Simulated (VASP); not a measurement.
# Ge (I4_1/amd) in VASP: further runs

The runs below take Ge through relaxation of cell and atoms, with PBEsol.

Everything below comes from runs of VASP 6.6.1. Logs are shortened: lines on timing, memory, paths and dates and some standing lists are left out, and cuts for length are marked.

## 1. The structure

Symmetry: I4_1/amd, No. 141, tetragonal system. Conventional cell: a = 5.149 Å, b = 5.149 Å, c = 2.795 Å, α = 90.00°, β = 90.00°, γ = 90.00°. Ge (site symmetry -4m2) has 6 Ge at 2.67 to 2.79 Å as nearest neighbours.

This isn't the form of Ge at room conditions, which is diamond.

## 2. Relaxation of cell and atoms, PBEsol, target pressure 9.8 GPa, at which the enthalpy is minimised

Input file INCAR:

```
  ALGO = Normal
  EDIFF = 1E-7
  EDIFFG = -0.002
  ENCUT = 520
  GGA = PS
  IBRION = 2
  ISIF = 3
  ISMEAR = 0
  LASPH = True
  LCHARG = False
  LREAL = False
  LWAVE = False
  NELM = 100
  NSW = 80
  PREC = Accurate
  PSTRESS = 98.0
  SIGMA = 0.02
```

Input file KPOINTS:

```
k-points
0
Gamma
  8 8 8
```

Input file POSCAR:

```
Ge
1.0
   -2.5744897200      2.5744897200      1.3974126400
    2.5744897200     -2.5744897200      1.3974126400
    2.5744897200      2.5744897200     -1.3974126400
Ge
2
Direct
    0.2500000000      0.7500000000      0.5000000000
    0.5000000000      0.5000000000      0.0000000000
```

Potentials or basis: VASP PAW PBE potentials, release 64 (Ge_d).

On the command line:

```console
$ cat potpaw_PBE.64/Ge_d/POTCAR > POTCAR
$ mpirun -np 1 vasp_std > vasp.out
```

OUTCAR:

```text
EDIFF = 1E-7
   EDIFFG = -0.002
   ENCUT = 520
   GGA = PS
   IBRION = 2
   ISIF = 3
   ISMEAR = 0
   LASPH = True
   LREAL = False
   NELM = 100
   NSW = 80
   PREC = Accurate
   PSTRESS = 98.0

 ion  position               nearest neighbor table
   1  0.250  0.750  0.500-   2 2.67   2 2.67   2 2.67   2 2.67
   2  0.500  0.500  0.000-   1 2.67   1 2.67   1 2.67   1 2.67

  LATTYP: Found a body centered tetragonal cell.
 ALAT       =     5.1489794400
 C/A-ratio  =     0.5427920839

  Lattice vectors:

 A1 = (  -2.5744897200,   2.5744897200,   1.3974126400)
 A2 = (   2.5744897200,  -2.5744897200,   1.3974126400)
 A3 = (   2.5744897200,   2.5744897200,  -1.3974126400)

Analysis of symmetry for initial positions (statically):
=====================================================================
 Subroutine PRICEL returns:
 Original cell was already a primitive cell.

 Routine SETGRP: Setting up the symmetry group for a
 body centered tetragonal supercell.

 Subroutine GETGRP returns: Found 16 space group operations
 (whereof  8 operations were pure point group operations)
 out of a pool of 16 trial point group operations.

The static configuration has the point symmetry D_2d.
 The point group associated with its full space group is D_4h.

Analysis of symmetry for dynamics (positions and initial velocities):
=====================================================================
 Subroutine PRICEL returns:
 Original cell was already a primitive cell.

 Routine SETGRP: Setting up the symmetry group for a
 body centered tetragonal supercell.

 Subroutine GETGRP returns: Found 16 space group operations
 (whereof  8 operations were pure point group operations)
 out of a pool of 16 trial point group operations.

The dynamic configuration has the point symmetry D_2d.
 The point group associated with its full space group is D_4h.

 Subroutine INISYM returns: Found 16 space group operations
 (whereof  8 operations are pure point group operations),
 and found     1 'primitive' translations

----------------------------------------------------------------------------------------

                                     Primitive cell

  volume of cell :      37.0482

  direct lattice vectors                    reciprocal lattice vectors
    -2.574489720  2.574489720  1.397412640     0.000000000  0.194213244  0.357804120
     2.574489720 -2.574489720  1.397412640     0.194213244  0.000000000  0.357804120
     2.574489720  2.574489720 -1.397412640     0.194213244  0.194213244  0.000000000

  length of vectors
     3.899840602  3.899840602  3.899840602     0.407114938  0.407114938  0.274659004

  position of ions in fractional coordinates (direct lattice)
     0.250000000  0.750000000  0.500000000
     0.500000000  0.500000000  0.000000000

  ion indices of the primitive-cell ions
   primitive index   ion index
                 1           1
                 2           2

----------------------------------------------------------------------------------------

 KPOINTS: k-points

Automatic generation of k-mesh.
 Grid dimensions read from file:
 generate k-points for:    8    8    8

 Generating k-lattice:

  Cartesian coordinates                     Fractional coordinates (reciprocal lattice)
     0.000000000  0.024276655  0.044725515     0.125000000  0.000000000  0.000000000
     0.024276655  0.000000000  0.044725515     0.000000000  0.125000000  0.000000000
     0.024276655  0.024276655  0.000000000     0.000000000  0.000000000  0.125000000

  Length of vectors
     0.050889367  0.050889367  0.034332375

  Shift w.r.t. Gamma in fractional coordinates (k-lattice)
     0.000000000  0.000000000  0.000000000

 Subroutine IBZKPT returns following result:
 ===========================================

 Found     59 irreducible k-points:

 Following reciprocal coordinates:
            Coordinates               Weight
  0.000000  0.000000  0.000000      1.000000
  0.125000  0.000000 -0.000000      8.000000
  0.250000  0.000000 -0.000000      8.000000
  0.375000  0.000000  0.000000      8.000000
  0.500000  0.000000 -0.000000      4.000000
  0.125000  0.125000 -0.000000      8.000000
[... 16 lines left out ...]
  0.250000  0.125000  0.125000     16.000000
  0.375000  0.125000  0.125000      8.000000
 [... further k-points ...]
   k-points           NKPTS =     59   k-points in BZ     NKDIM =     59   number of bands    NBANDS=     18
   number of dos      NEDOS =    301   number of ions     NIONS =      2
   total plane-waves  NPLWV =  27000
   dimension x,y,z NGX =    30 NGY =   30 NGZ =   30
   dimension x,y,z NGXF=    60 NGYF=   60 NGZF=   60
   ions per type =               2
   NGX,Y,Z   is equivalent  to a cutoff of  12.79, 12.79, 12.79 a.u.
   NGXF,Y,Z  is equivalent  to a cutoff of  25.58, 25.58, 25.58 a.u.
 SYSTEM =  unknown system
   PREC   = accura    normal or accurate (medium, high low for compatibility)
   ISTART =      0    job   : 0-new  1-cont  2-samecut
   ICHARG =      2    charge: 1-file 2-atom 10-const
   ISPIN  =      1    spin polarized calculation?
   LNONCOLLINEAR =      F non collinear calculations
   LSORBIT =      F    spin-orbit coupling
   LASPH  =      T    aspherical Exc in radial PAW
   ENCUT  =  520.0 eV  38.22 Ry    6.18 a.u.   7.25  7.25  7.25*2*pi/ulx,y,z
   NELM   =    100;   NELMIN=  2; NELMDL= -5     # of ELM steps
   EDIFF  = 0.1E-06   stopping-criterion for ELM
   LREAL  =      F    real-space projection
   EDIFFG = -.2E-02   stopping-criterion for IOM
   NSW    =     80    number of steps for IOM
   IBRION =      2    ionic relax: 0-MD 1-quasi-New 2-CG
   NFREE  =      1    steps in history (QN), initial steepest desc. (CG)
   ISIF   =      3    stress and relaxation
   ISYM   =      2    0-nonsym 1-usesym 2-fastsym
   POTIM  = 0.5000    time-step for ionic-motion
   TEBEG  =    0.0;   TEEND  =   0.0 temperature during run
   PSTRESS=   98.0 pullay stress
   NELECT =      28.0000    total number of electrons
   NUPDOWN=      -1.0000    fix difference up-down
   EMIN   =  10.00;   EMAX   =-10.00  energy-range for DOS
   EFERMI =   0.00;   METHOD = LEGACY
   ISMEAR =     0;   SIGMA  =   0.02  broadening in eV -4-tet -1-fermi 0-gaus
   EFERMI_NEDOS =   21; number of points for ismear=-14 and -15
   IALGO  =     38    algorithm
   IMIX   =      4    mixing-type and parameters
     AMIX     =   0.40;   BMIX     =  1.00
     AMIX_MAG =   1.60;   BMIX_MAG =  1.00
  volume/ion in A,a.u.               =      18.52       125.01
  Fermi-wavevector in a.u.,A,eV,Ry     =   1.491209  2.817976 30.255333  2.223704
  Thomas-Fermi vector in A             =   2.603893
   LORBIT       =      0    0 simple, 1 ext, 2 COOP (PROOUT), +10 PAW based schemes
   GGA     = PS    functional components
   LHFCALC =     F    Hartree Fock is set to
   AEXX    =    0.0000 exact exchange contribution
   IVDW    =     0    specifies the selected vdW correction
   LEPSILON=     F    determine dielectric tensor
   LRPA    =     F    only Hartree local field effects (RPA)
 conjugate gradient relaxation of ions
 non-spin polarized calculation
 Gauss-broadening in eV      SIGMA  =   0.02
  energy-cutoff  :      520.00
  volume of cell :       37.05
 maximum number of plane-waves:      1021
 NGX is ok and might be reduce to    30
   NGX = 15   NGY = 15   NGZ = 15

--------------------------------------- Ionic step        1  -------------------------------------------

 number of electron      28.0000028 magnetization

 Free energy of the ion-electron system (eV)
  ---------------------------------------------------
  ext. energy  EPLUGINS =         0.00000000
  ---------------------------------------------------
  free energy    TOTEN  =        -9.51657347 eV

  energy without entropy =       -9.51628544  energy(sigma->0) =       -9.51642946

------------------------ aborting loop because EDIFF is reached ----------------------------------------

  FORCE on cell =-STRESS in cart. coord.  units (eV):
  Direction    XX          YY          ZZ          XY          YZ          ZX
  --------------------------------------------------------------------------------------
  -------------------------------------------------------------------------------------
  Total       -0.5564573     -0.5564573      0.5713835      0.0000000      0.0000000      0.0000000
  in kB      -24.0644237    -24.0644237     24.7099163      0.0000000      0.0000000      0.0000000
  external PRESSURE =    -105.8063103 kB  Pullay stress =      98.0000000 kB
[... 93 lines left out ...]
  FREE ENERGIE OF THE ION-ELECTRON SYSTEM (eV)
  ---------------------------------------------------
  free  energy   TOTEN  =        -9.4235343311 eV

  energy  without entropy=       -9.4229509971  energy(sigma->0) =       -9.42324266

  enthalpy is  TOTEN    =        -7.3904575925 eV   P V=        2.0330767386

[... ionic steps 4 to 17 ...]

--------------------------------------- Ionic step       18  -------------------------------------------

 number of electron      28.0000016 magnetization

------------------------ aborting loop because EDIFF is reached ----------------------------------------

  FORCE on cell =-STRESS in cart. coord.  units (eV):
  Direction    XX          YY          ZZ          XY          YZ          ZX
  --------------------------------------------------------------------------------------
  -------------------------------------------------------------------------------------
  Total        2.0367865      2.0367865      2.0377749      0.0000000      0.0000000      0.0000000
  in kB       98.1531387     98.1531387     98.2007697      0.0000000      0.0000000      0.0000000
  external PRESSURE =       0.1690157 kB  Pullay stress =      98.0000000 kB
[... 61 lines left out ...]
  enthalpy is  TOTEN    =        -7.4022112145 eV   P V=        2.0337658533

--------------------------------------- Ionic step       20  -------------------------------------------

 number of electron      28.0000016 magnetization

 Free energy of the ion-electron system (eV)
  ---------------------------------------------------
  ext. energy  EPLUGINS =         0.00000000
  ---------------------------------------------------
  free energy    TOTEN  =        -9.43605278 eV

  energy without entropy =       -9.43552644  energy(sigma->0) =       -9.43578961

 E-fermi :   7.8267     XC(G=0): -12.0288

 val. band max:        7.8109428834   @ k =   0.5000   0.1250  -0.0000
 cond. band min:       7.8309611082   @ k =   0.2500   0.1250  -0.0000
 fundamental gap:      0.0200182248
 Fermi energy:         7.8267239070

 k-point     1 :       0.0000    0.0000    0.0000
  band No.  band energies     occupation
      1     -16.9118      2.00000
      2     -16.8123      2.00000
      3     -16.8004      2.00000
      4     -16.7597      2.00000
      5     -16.6545      2.00000
      6     -16.6545      2.00000
[... 10 lines left out ...]
     17      16.3217      0.00000
     18      16.6750      0.00000
[... 466 lines left out ...]
      2     -16.7898      2.00000
      3     -16.7701      2.00000
      4     -16.7216      2.00000
      5     -16.7092      2.00000
      6     -16.6436      2.00000
[... 10 lines left out ...]
     17      12.3165      0.00000
     18      13.9472      0.00000

 [... further k-points ...]
[... 5 lines left out ...]
  --------------------------------------------------------------------------------------
  -------------------------------------------------------------------------------------
  Total        2.0355035      2.0355035      2.0327700      0.0000000      0.0000000      0.0000000
  in kB       98.0800815     98.0800815     97.9483723      0.0000000      0.0000000      0.0000000
  external PRESSURE =       0.0361784 kB  Pullay stress =      98.0000000 kB
[... 17 lines left out ...]
  FREE ENERGIE OF THE ION-ELECTRON SYSTEM (eV)
  ---------------------------------------------------
  free  energy   TOTEN  =        -9.4360527791 eV

  energy  without entropy=       -9.4355264415  energy(sigma->0) =       -9.43578961

  enthalpy is  TOTEN    =        -7.4022112855 eV   P V=        2.0338414936

 reached required accuracy - stopping structural energy minimisation
```

Run time: 9.2 min. Hardware: 1 thread of Intel Xeon Platinum 8488C (Sapphire Rapids), shared host; peak memory 0.18 GiB.

What came out:

```yaml
Free_energy: -9.4361 eV
Relaxed_volume: 16.63 Å³/atom
Relaxed_cell: a = 3.728 Å, b = 3.728 Å, c = 3.728 Å, α = 97.98°, β = 97.98°, γ = 136.25°
Space_group_after_relaxing_to_0.05_Å: I4_1/amd (No. 141)
Energy_change_on_relaxing_the_enthalpy_is_what_falls: +40.3 meV/atom
Ionic_steps: 20
Pressure_after_relaxing: 9.8 GPa
Band_gap_on_the_k_mesh: none (metal or under the smearing width)
```

The path:
```
step  energy change (eV)  largest force (eV/Å)  pressure (GPa)  volume (Å³)
   1              0.0000                0.0000           -0.78        37.05
   2              0.3065                0.0000           20.66        30.86
   3              0.0930                0.0000           10.23        33.24
   4              0.0885                0.0000            9.96        33.31
   5              0.0788                0.0000            9.27        33.37
   6              0.0701                0.0000            9.05        33.54
   7              0.0685                0.0000            8.92        33.45
   8              0.1001                0.0000           11.01        32.98
   9              0.0758                0.0000            9.55        33.33
  10              0.0818                0.0000            9.84        33.23
  11              0.0798                0.0000            9.77        33.26
  12              0.0797                0.0000            9.76        33.26
  13              0.0808                0.0000            9.89        33.25
  14              0.0804                0.0000            9.78        33.25
  15              0.0804                0.0000            9.87        33.25
  16              0.0804                0.0000            9.75        33.25
  17              0.0804                0.0000            9.78        33.25
  18              0.0808                0.0000            9.82        33.25
  19              0.0806                0.0000            9.82        33.25
  20              0.0805                0.0000            9.80        33.25
```

Final structure:
```cif
data_structure
_symmetry_space_group_name_H-M 'P 1'
_symmetry_Int_Tables_number 1
_cell_length_a 3.7280
_cell_length_b 3.7280
_cell_length_c 3.7280
_cell_angle_alpha 97.980
_cell_angle_beta 97.980
_cell_angle_gamma 136.247
_cell_volume 33.25
loop_
_atom_site_label
_atom_site_type_symbol
_atom_site_fract_x
_atom_site_fract_y
_atom_site_fract_z
_atom_site_occupancy
Ge1 Ge 0.25000 0.75000 0.50000 1
Ge2 Ge 0.50000 0.50000 0.00000 1
```

Levels at points of the mesh, in eV from the Fermi level:
| k point | band 12 | band 13 | band 14 | band 15 | band 16 | band 17 |
| --- | --- | --- | --- | --- | --- | --- |
| (0.00, 0.00, 0.00) | -2.98 | -2.35 | -2.35 | 3.30 | 8.28 | 8.49 |
| (0.50, 0.00, 0.00) | -7.00 | -2.34 | -2.02 | -1.75 | 2.30 | 4.12 |
| (0.50, 0.50, 0.00) | -11.10 | 0.95 | 0.95 | 2.76 | 2.76 | 7.39 |
| (0.50, 0.50, 0.50) | -8.88 | -6.53 | -6.53 | 5.65 | 5.65 | 13.10 |

Caveat: the cell is relaxed towards a set pressure, so the enthalpy falls and the energy may rise; the PAW data sets were made with another functional, which shifts forces and pressure a little.

## 3. Relaxation of cell and atoms, PBEsol, target pressure 9.8 GPa, at which the enthalpy is minimised

This run uses another cell than the first one, of 16.63 Å³/atom, 0.898 times its volume.

INCAR is that of step 2.

KPOINTS is that of step 2.

Input file POSCAR:

```
Ge                                      
1.0
   -2.4462841430      2.4462841430      1.3890817911
    2.4462841430     -2.4462841430      1.3890817911
    2.4462841430      2.4462841430     -1.3890817911
  Ge            
     2
Direct
     0.2500000000000000    0.7500000000000000    0.5000000000000000
     0.5000000000000000    0.5000000000000000    0.0000000000000000
```

Potentials or basis: VASP PAW PBE potentials, release 64 (Ge_d).

On the command line:

```console
$ cat potpaw_PBE.64/Ge_d/POTCAR > POTCAR
$ mpirun -np 1 vasp_std > vasp.out
```

Wall time 68 s (1 thread of Intel Xeon Platinum 8488C (Sapphire Rapids), shared host); peak memory 0.17 GiB.

It converged, with:

```
Free energy                                            : -9.4345 eV
Relaxed volume                                         : 16.62 Å³/atom
Relaxed cell                                           : a = 3.727 Å, b = 3.727 Å, c = 3.727 Å, α = 97.98°, β = 97.98°, γ = 136.25°
Space group after relaxing (to 0.05 Å)                 : I4_1/amd (No. 141)
Energy change on relaxing (the enthalpy is what falls) : +0.5 meV/atom
Ionic steps                                            : 4
Pressure after relaxing                                : 9.8 GPa
Band gap on the k mesh                                 : none (metal or under the smearing width)
```

The path:
| step | energy change (eV) | largest force (eV/Å) | pressure (GPa) | volume (Å³) |
| --- | --- | --- | --- | --- |
| 1 | 0.0000 | 0.0000 | 9.66 | 33.25 |
| 2 | 0.0045 | 0.0000 | 10.03 | 33.18 |
| 3 | 0.0011 | 0.0000 | 9.82 | 33.23 |
| 4 | 0.0010 | 0.0000 | 9.80 | 33.23 |

Final structure:
```
Ge
1.0
    -2.44590    2.44590    1.38886
     2.44590   -2.44590    1.38886
     2.44590    2.44590   -1.38886
Ge
2
Cartesian
  2.4459 0.0000 0.6944
  0.0000 0.0000 1.3889
```

Levels at points of the mesh, in eV from the Fermi level:
| k point | band 12 | band 13 | band 14 | band 15 | band 16 | band 17 |
| --- | --- | --- | --- | --- | --- | --- |
| (0.00, 0.00, 0.00) | -2.98 | -2.35 | -2.35 | 3.30 | 8.29 | 8.50 |
| (0.50, 0.00, 0.00) | -7.01 | -2.34 | -2.02 | -1.75 | 2.30 | 4.12 |
| (0.50, 0.50, 0.00) | -11.10 | 0.95 | 0.95 | 2.76 | 2.76 | 7.39 |
| (0.50, 0.50, 0.50) | -8.89 | -6.54 | -6.54 | 5.65 | 5.65 | 13.11 |

Caveat: the cell is relaxed towards a set pressure, so the enthalpy falls and the energy may rise; the PAW data sets were made with another functional, which shifts forces and pressure a little.
